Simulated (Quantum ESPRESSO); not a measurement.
## Be: zone-centre phonons under several settings

```xyz
2
Lattice="2.2853 0.0000 0.0000 -1.1426 1.9791 0.0000 0.0000 0.0000 3.5842" Properties=species:S:1:pos:R:3 pbc="T T T"
Be    1.1427    0.6597    2.6882
Be    0.0000    1.3194    0.8961
```

All runs used Quantum ESPRESSO 7.5; potentials GBRV 1.5 PBE; k mesh 13 × 13 × 8; relaxed cell; no spin polarisation; cutoff 612 eV; occupations cold, width 0.2 eV.

```tsv
level	volume (Å³/atom)	pressure (GPa)	lowest optical mode without the field (cm⁻¹)	highest optical mode without the field (cm⁻¹)
PBE	7.95	0.0	477	698
PBE+D2	7.71	-0.1	489	727
PBE+D3(BJ)	7.48	-0.1	500	757
rev-vdW-DF2	?	0.0	?	?
```

What stands in the row left open?

Volume 7.96 Å³/atom; lowest optical mode without the field 475 cm⁻¹; highest optical mode without the field 693 cm⁻¹.

Caveats: the mesh is thin for the phonons of a metal; before the sum rule the acoustic modes lie tens of cm⁻¹ from zero, a sign that the density grid also shifts the optical modes (some runs); pairwise dispersion overbinds metals, which lowers pressure and volume (some runs); the potentials were made for another functional, which shifts forces and pressure (some runs).

For the row left open. Caveat: the mesh is thin for the phonons of a metal; the potentials were made for another functional, which shifts forces and pressure.
